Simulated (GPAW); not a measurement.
**InAs in GPAW: convergence with basis set**

The system is InAs.

```
CELL_PARAMETERS angstrom
0.00000 2.87730 2.87730
2.87730 0.00000 2.87730
2.87730 2.87730 0.00000
ATOMIC_POSITIONS crystal
In 0.50000 0.50000 0.50000
As 0.00000 0.00000 0.00000
```

Measurements of this composition are mostly on another form, of space group No. 216.

* Program: GPAW 26.7.0
* Task: convergence study
* Functional: PBE
* Potentials or basis: GPAW PAW data sets (gpaw-data 1.2.1)
* Basis: lcao:sz(dzp)
* Grid spacing: 0.16 Å
* k mesh: 8 × 8 × 8
* Occupations: fermi-dirac, width 0.05 eV
* Spin: no spin polarisation

These are the settings of the first run; the series varies basis set, with any setting tied to it.

Hardware: 1 thread of Arm Neoverse V1, with other jobs on the host.

```
    basis set  energy less the tightest run, at zero smearing (meV/atom)  SCF cycles  CPU time (s)  peak memory (GiB)
 lcao:sz(dzp)                                                     630.23           8            24               0.17
lcao:szp(dzp)                                                     362.54           8            86               0.19
 lcao:dz(dzp)                                                     396.31           8            34               0.18
     lcao:dzp                                                     231.66           9           110               0.21
           fd                                                     -27.87          11            42               0.26
           pw                                                       0.00           9            18               0.16
```

Not settled before the last step: the energy (to 1 meV/atom). The tightest run that finished is the yardstick and may itself not be fully converged.
